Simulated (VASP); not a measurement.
# TiAl (P-6m2) in VASP: a series of runs

Runs on TiAl. Level: PBEsol. Tasks: equation of state.

All numbers are computed with VASP 6.6.1; they aren't measurements. Logs are shortened: lines on timing, memory, paths and dates and some standing lists are left out, and cuts for length are marked.

## (1) The structure

The structure is hexagonal, space group P-6m2 (No. 187). Conventional cell: a = 2.850 Å, b = 2.850 Å, c = 4.618 Å, α = 90.00°, β = 90.00°, γ = 120.00°. Around Ti (site symmetry -6m2) lie 6 Al at 2.84 Å and 6 Ti at 2.85 Å. Al (site symmetry -6m2) is surrounded by 6 Ti at 2.84 Å and 6 Al at 2.85 Å.

The cell comes from a database or a generator and needn't be the stable form of this composition.

## (2) Equation of state, PBEsol, 15.60 Å³/atom (a relaxed cell with its volume scaled by 0.96)

INCAR

```
ALGO = Normal ; EDIFF = 1E-6
ENCUT = 520 ; GGA = PS
ISIF = 2 ; ISMEAR = -1
LASPH = True ; LCHARG = False
LREAL = False ; LWAVE = False
NELM = 60 ; PREC = Accurate
SIGMA = 0.05
```

KPOINTS

```
k-points
0
Gamma
  10 10 6
```

POSCAR

```
TiAl                                    
1.0
    2.8118670431     -0.0000000000     -0.0000000000
   -1.4059335215      2.4351482914      0.0000000000
   -0.0000000000      0.0000000000      4.5556717855
  Ti              Al            
     1     1
Direct
     0.0000000000000000    0.0000000000000000    0.0000000000000000
     0.3333333332999970    0.6666666667000030    0.5000000000000000
```

Potentials or basis: VASP PAW PBE potentials, release 64 (Ti_sv, Al).

The run is started by

```console
$ cat potpaw_PBE.64/Ti_sv/POTCAR potpaw_PBE.64/Al/POTCAR > POTCAR
$ mpirun -np 1 vasp_std > vasp.out
```

OUTCAR:

```text
EDIFF = 1E-6
   ENCUT = 520
   GGA = PS
   ISIF = 2
   ISMEAR = -1
   LASPH = True
   LREAL = False
   NELM = 60
   PREC = Accurate

 ion  position               nearest neighbor table
   1  0.000  0.000  0.000-   2 2.80   2 2.80   2 2.80   2 2.80   2 2.80   2 2.80
   2  0.333  0.667  0.500-   1 2.80   1 2.80   1 2.80   1 2.80   1 2.80   1 2.80

  LATTYP: Found a hexagonal cell.
 ALAT       =     2.8118670431
 C/A-ratio  =     1.6201590316

  Lattice vectors:

 A1 = (   2.8118670431,   0.0000000000,   0.0000000000)
 A2 = (  -1.4059335215,   2.4351482914,   0.0000000000)
 A3 = (   0.0000000000,   0.0000000000,   4.5556717855)

Analysis of symmetry for initial positions (statically):
=====================================================================
 Subroutine PRICEL returns:
 Original cell was already a primitive cell.

 Routine SETGRP: Setting up the symmetry group for a
 hexagonal supercell.

 Subroutine GETGRP returns: Found 12 space group operations
 (whereof 12 operations were pure point group operations)
 out of a pool of 24 trial point group operations.

The static configuration has the point symmetry D_3h.

Analysis of symmetry for dynamics (positions and initial velocities):
=====================================================================
 Subroutine PRICEL returns:
 Original cell was already a primitive cell.

 Routine SETGRP: Setting up the symmetry group for a
 hexagonal supercell.

 Subroutine GETGRP returns: Found 12 space group operations
 (whereof 12 operations were pure point group operations)
 out of a pool of 24 trial point group operations.

The dynamic configuration has the point symmetry D_3h.

 Subroutine INISYM returns: Found 12 space group operations
 (whereof 12 operations are pure point group operations),
 and found     1 'primitive' translations

----------------------------------------------------------------------------------------

                                     Primitive cell

  volume of cell :      31.1941

  direct lattice vectors                    reciprocal lattice vectors
     2.811867043  0.000000000  0.000000000     0.355635592  0.205326305  0.000000000
    -1.405933521  2.435148291  0.000000000     0.000000000  0.410652609  0.000000000
     0.000000000  0.000000000  4.555671786     0.000000000  0.000000000  0.219506595

  length of vectors
     2.811867043  2.811867043  4.555671786     0.410652609  0.410652609  0.219506595
[... 88 lines left out ...]
   ISYM   =      2    0-nonsym 1-usesym 2-fastsym
   POTIM  = 0.5000    time-step for ionic-motion
   TEBEG  =    0.0;   TEEND  =   0.0 temperature during run
   PSTRESS=    0.0 pullay stress
   NELECT =      15.0000    total number of electrons
   NUPDOWN=      -1.0000    fix difference up-down
   EMIN   =  10.00;   EMAX   =-10.00  energy-range for DOS
   EFERMI =   0.00;   METHOD = LEGACY
   ISMEAR =    -1;   SIGMA  =   0.05  broadening in eV -4-tet -1-fermi 0-gaus
   EFERMI_NEDOS =   21; number of points for ismear=-14 and -15
   IALGO  =     38    algorithm
   IMIX   =      4    mixing-type and parameters
     AMIX     =   0.40;   BMIX     =  1.00
     AMIX_MAG =   1.60;   BMIX_MAG =  1.00
  volume/ion in A,a.u.               =      15.60       105.25
  Fermi-wavevector in a.u.,A,eV,Ry     =   1.282570  2.423706 22.381387  1.644986
  Thomas-Fermi vector in A             =   2.414874
   LORBIT       =      0    0 simple, 1 ext, 2 COOP (PROOUT), +10 PAW based schemes
   GGA     = PS    functional components
   LHFCALC =     F    Hartree Fock is set to
   AEXX    =    0.0000 exact exchange contribution
   IVDW    =     0    specifies the selected vdW correction
   LEPSILON=     F    determine dielectric tensor
   LRPA    =     F    only Hartree local field effects (RPA)
 non-spin polarized calculation
  energy-cutoff  :      520.00
  volume of cell :       31.19
 maximum number of plane-waves:       852
 NGX is ok and might be reduce to    24
   NGX = 11   NGY = 11   NGZ = 17

 number of electron      15.0000003 magnetization

 Free energy of the ion-electron system (eV)
  ---------------------------------------------------
  ext. energy  EPLUGINS =         0.00000000
  ---------------------------------------------------
  free energy    TOTEN  =       -12.92815074 eV

  energy without entropy =      -12.90795295  energy(sigma->0) =      -12.91805184

 E-fermi :   8.4356     XC(G=0): -11.3161

 val. band max:        8.4208194786   @ k =   0.3000   0.3000   0.3333
 cond. band min:       8.4610583216   @ k =   0.1000   0.1000   0.5000
 fundamental gap:      0.0402388430
 Fermi energy:         8.4355724518

 k-point     1 :       0.0000    0.0000    0.0000
  band No.  band energies     occupation
      1     -47.7087      2.00000
      2     -24.1442      2.00000
      3     -23.6509      2.00000
      4     -23.6509      2.00000
      5      -0.7711      2.00000
      6       6.0935      2.00000
      7       6.6595      2.00000
      8       9.7931      0.00000
      9       9.7931      0.00000
     10      11.4029      0.00000
     11      11.4029      0.00000
[... 309 lines left out ...]
 k-point    24 :       0.4000    0.1000    0.1667
  band No.  band energies     occupation
      1     -47.5862      2.00000
      2     -24.3169      2.00000
      3     -24.0263      2.00000
      4     -23.8505      2.00000
      5       4.2378      2.00000
      6       6.0139      2.00000
      7       7.3075      2.00000
      8       7.7063      2.00000
      9      10.0224      0.00000
     10      11.5391      0.00000
     11      11.9646      0.00000

 [... further k-points ...]

------------------------ aborting loop because EDIFF is reached ----------------------------------------

  FORCE on cell =-STRESS in cart. coord.  units (eV):
  Direction    XX          YY          ZZ          XY          YZ          ZX
  --------------------------------------------------------------------------------------
  -------------------------------------------------------------------------------------
  Total        0.8850050      0.8850050      1.0872664      0.0000000      0.0000000     -0.0000000
  in kB       45.4552132     45.4552132     55.8436678      0.0000000      0.0000000     -0.0000000
  external PRESSURE =      48.9180314 kB  Pullay stress =       0.0000000 kB

 VOLUME and BASIS-vectors are now :
 -----------------------------------------------------------------------------
  energy-cutoff  :      520.00
  volume of cell :       31.19
      direct lattice vectors                 reciprocal lattice vectors
     2.811867043  0.000000000  0.000000000     0.355635592  0.205326305  0.000000000
    -1.405933521  2.435148291  0.000000000     0.000000000  0.410652609  0.000000000
     0.000000000  0.000000000  4.555671786     0.000000000  0.000000000  0.219506595

 POSITION                                       TOTAL-FORCE (eV/Angst)
 -----------------------------------------------------------------------------------
      0.00000      0.00000      0.00000         0.000000     -0.000000      0.000000
     -0.00000      1.62343      2.27784         0.000000      0.000000      0.000000
 -----------------------------------------------------------------------------------
    total drift:                                0.000000     -0.000000      0.000000

  FREE ENERGIE OF THE ION-ELECTRON SYSTEM (eV)
  ---------------------------------------------------
  free  energy   TOTEN  =       -12.9281507362 eV

  energy  without entropy=      -12.9079529508  energy(sigma->0) =      -12.91805184
```

OSZICAR:

```text
N       E                     dE             d eps       ncg     rms          rms(c)
DAV:   1     0.868817185529E+02    0.86882E+02   -0.75506E+03  1232   0.138E+03
DAV:   2    -0.830563635291E+01   -0.95187E+02   -0.92345E+02  1250   0.328E+02
DAV:   3    -0.142291729092E+02   -0.59235E+01   -0.57184E+01  1907   0.787E+01
DAV:   4    -0.144487755834E+02   -0.21960E+00   -0.21671E+00  1547   0.135E+01
DAV:   5    -0.144582003158E+02   -0.94247E-02   -0.94220E-02  1786   0.258E+00    0.101E+01
DAV:   6    -0.131257396594E+02    0.13325E+01   -0.95751E+00  1486   0.380E+01    0.351E+00
DAV:   7    -0.129502342555E+02    0.17551E+00   -0.10879E+00  1419   0.112E+01    0.212E+00
DAV:   8    -0.129291531932E+02    0.21081E-01   -0.18499E-01  1370   0.528E+00    0.705E-01
DAV:   9    -0.129284468558E+02    0.70634E-03   -0.37658E-02  1529   0.280E+00    0.236E-01
DAV:  10    -0.129280847924E+02    0.36206E-03   -0.36254E-03  1489   0.718E-01    0.721E-02
DAV:  11    -0.129281622543E+02   -0.77462E-04   -0.57754E-04  1823   0.238E-01    0.497E-02
DAV:  12    -0.129281531949E+02    0.90594E-05   -0.52032E-05  1545   0.747E-02    0.160E-02
DAV:  13    -0.129281511420E+02    0.20529E-05   -0.18909E-06  1202   0.180E-02    0.118E-02
DAV:  14    -0.129281507362E+02    0.40580E-06   -0.34164E-06  1407   0.204E-02
   1 F= -.12928151E+02 E0= -.12918052E+02  d E =-.201978E-01
```

stdout:

```text
POSCAR found type information on POSCAR TiAl
 POSCAR found :  2 types and       2 ions
 scaLAPACK will be used
 -----------------------------------------------------------------------------
|                                                                             |
|                                                                             |
|     You enforced a specific xc type in the INCAR file but a different       |
|     I HOPE YOU KNOW WHAT YOU ARE DOING!                                     |
|                                                                             |
 -----------------------------------------------------------------------------

 LDA part: xc-table for (Slater+PW92), standard interpolation
 POSCAR, INCAR and KPOINTS ok, starting setup
 FFT: planning ... GRIDC
 FFT: planning ... GRID_SOFT
 FFT: planning ... GRID
 WAVECAR not read
 entering main loop
```

Run time: 19 s. Hardware: 1 thread of Intel Xeon Platinum 8259CL at 2.50GHz (Skylake/Cascade Lake), shared host; peak memory 0.16 GiB.

What came out:

- Free energy: -12.9282 eV
- Pressure: 4.9 GPa
- Band gap on the k mesh: none (metal or under the smearing width)

Caveat: the PAW data sets were made with another functional, which shifts forces and pressure a little.

## (3) Equation of state, PBEsol, 15.92 Å³/atom (a relaxed cell with its volume scaled by 0.98)

INCAR is that of step 2.

KPOINTS is that of step 2.

POSCAR

```
TiAl                                    
1.0
    2.8312598424     -0.0000000000     -0.0000000000
   -1.4156299212      2.4519429482      0.0000000000
   -0.0000000000      0.0000000000      4.5870912045
  Ti              Al            
     1     1
Direct
     0.0000000000000000    0.0000000000000000    0.0000000000000000
     0.3333333332999970    0.6666666667000030    0.5000000000000000
```

Potentials or basis: VASP PAW PBE potentials, release 64 (Ti_sv, Al).

The run is started by

```console
$ cat potpaw_PBE.64/Ti_sv/POTCAR potpaw_PBE.64/Al/POTCAR > POTCAR
$ mpirun -np 1 vasp_std > vasp.out
```

It took 21 s on 1 thread of Intel Xeon Platinum 8259CL at 2.50GHz (Skylake/Cascade Lake), shared host; peak memory 0.16 GiB.

Results (log left out):

- Free energy: -12.9428 eV
- Pressure: 2.3 GPa
- Band gap on the k mesh: none (metal or under the smearing width)

Caveat: the PAW data sets were made with another functional, which shifts forces and pressure a little.

## (4) Equation of state, PBEsol, 16.25 Å³/atom

INCAR is that of step 3.

KPOINTS is that of step 3.

POSCAR

```
TiAl                                    
1.0
    2.8503905568     -0.0000000000     -0.0000000000
   -1.4251952784      2.4685106329      0.0000000000
   -0.0000000000      0.0000000000      4.6180860042
  Ti              Al            
     1     1
Direct
     0.0000000000000000    0.0000000000000000    0.0000000000000000
     0.3333333332999970    0.6666666667000030    0.5000000000000000
```

The run is started by

```console
$ cat potpaw_PBE.64/Ti_sv/POTCAR potpaw_PBE.64/Al/POTCAR > POTCAR
$ mpirun -np 1 vasp_std > vasp.out
```

Run time: 21 s. Hardware: 1 thread of Intel Xeon Platinum 8259CL at 2.50GHz (Skylake/Cascade Lake), shared host; peak memory 0.16 GiB.

It converged, with:

```yaml
Free_energy: -12.9474 eV
Pressure: 0.0 GPa
Band_gap_on_the_k_mesh: none (metal or under the smearing width)
```

Caveat: the PAW data sets were made with another functional, which shifts forces and pressure a little.

## (5) Equation of state, PBEsol, 16.57 Å³/atom (a relaxed cell with its volume scaled by 1.02)

INCAR is that of step 4.

KPOINTS is that of step 4.

POSCAR

```
TiAl                                    
1.0
    2.8692678656     -0.0000000000     -0.0000000000
   -1.4346339327      2.4848588618      0.0000000000
   -0.0000000000      0.0000000000      4.6486702465
  Ti              Al            
     1     1
Direct
     0.0000000000000000    0.0000000000000000    0.0000000000000000
     0.3333333332999970    0.6666666667000030    0.5000000000000000
```

The run is started by

```console
$ cat potpaw_PBE.64/Ti_sv/POTCAR potpaw_PBE.64/Al/POTCAR > POTCAR
$ mpirun -np 1 vasp_std > vasp.out
```

Run time: 21 s. Hardware: 1 thread of Intel Xeon Platinum 8259CL at 2.50GHz (Skylake/Cascade Lake), shared host; peak memory 0.16 GiB.

The run converged. Its results:

```
Free energy            : -12.9429 eV
Pressure               : -2.2 GPa
Band gap on the k mesh : none (metal or under the smearing width)
```

Caveat: the PAW data sets were made with another functional, which shifts forces and pressure a little.

## (6) Equation of state, PBEsol, 16.90 Å³/atom (a relaxed cell with its volume scaled by 1.04)

INCAR is that of step 5.

KPOINTS is that of step 5.

POSCAR

```
TiAl                                    
1.0
    2.8878999972     -0.0000000000     -0.0000000000
   -1.4439499985      2.5009947611      0.0000000000
   -0.0000000000      0.0000000000      4.6788572628
  Ti              Al            
     1     1
Direct
     0.0000000000000000    0.0000000000000000    0.0000000000000000
     0.3333333332999970    0.6666666667000030    0.5000000000000000
```

Potentials or basis: VASP PAW PBE potentials, release 64 (Ti_sv, Al).

The run is started by

```console
$ cat potpaw_PBE.64/Ti_sv/POTCAR potpaw_PBE.64/Al/POTCAR > POTCAR
$ mpirun -np 1 vasp_std > vasp.out
```

Run time: 20 s. Hardware: 1 thread of Intel Xeon Platinum 8259CL at 2.50GHz (Skylake/Cascade Lake), shared host; peak memory 0.16 GiB.

The run converged. Its results:

```yaml
Free_energy: -12.9301 eV
Pressure: -4.1 GPa
Band_gap_on_the_k_mesh: none (metal or under the smearing width)
```

Caveat: the PAW data sets were made with another functional, which shifts forces and pressure a little.

## (7) Equation of state, PBEsol

Potentials or basis: VASP PAW PBE potentials, release 64 (Ti_sv, Al).

No new run: the results of the series are fitted here.

What came out:

- Equilibrium volume: 16.24 Å³/atom
- Bulk modulus at fixed shape and positions: 112 GPa
- Pressure derivative of the bulk modulus: 3.8 (rough: it moves with the points fitted)

Energy against volume, from the lowest point:
```csv
volume (Å³/atom),energy (meV/atom)
15.597,9.61
15.922,2.30
16.247,0.00
16.572,2.25
16.897,8.65
```

Caveat: the cell was scaled at fixed shape and fractional positions, which overstates the stiffness of a crystal with free parameters, most of all of layers and chains; the PAW data sets were made with another functional, which shifts forces and pressure a little.
